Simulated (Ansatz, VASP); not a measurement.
One calculation of Zn, two programs

```
Zn
1.0
     4.64373    0.00000    0.00000
    -2.32187    4.02159    0.00000
     0.00000    0.00000    2.61164
Zn
3
Direct
  0.00000 0.00000 0.00000
  0.33333 0.66667 0.50000
  0.66667 0.33333 0.50000
```

Alike in both runs: task single point; functional BLYP; k mesh 9 × 9 × 13; occupations fermi-dirac, width 0.1 eV; no spin polarisation.

|  | VASP | Ansatz |
| --- | --- | --- |
| version | VASP 6.6.1 | Ansatz 0.2.0 |
| potentials or method | VASP PAW PBE potentials, release 64 (Zn) | plane waves (420 eV) with PAW, scalar-relativistic |
| plane-wave cutoff (eV) | 520 | 420 |
| valence electrons in the cell | 36 | 36 |

```tsv
	VASP	Ansatz	Ansatz less VASP
pressure (GPa)	4.2	3.9	-0.34
largest component of the traceless stress (GPa)	0.50	0.36	-0.133
```

Caveats: the PAW data sets were made with another functional, which shifts forces and pressure a little (VASP).
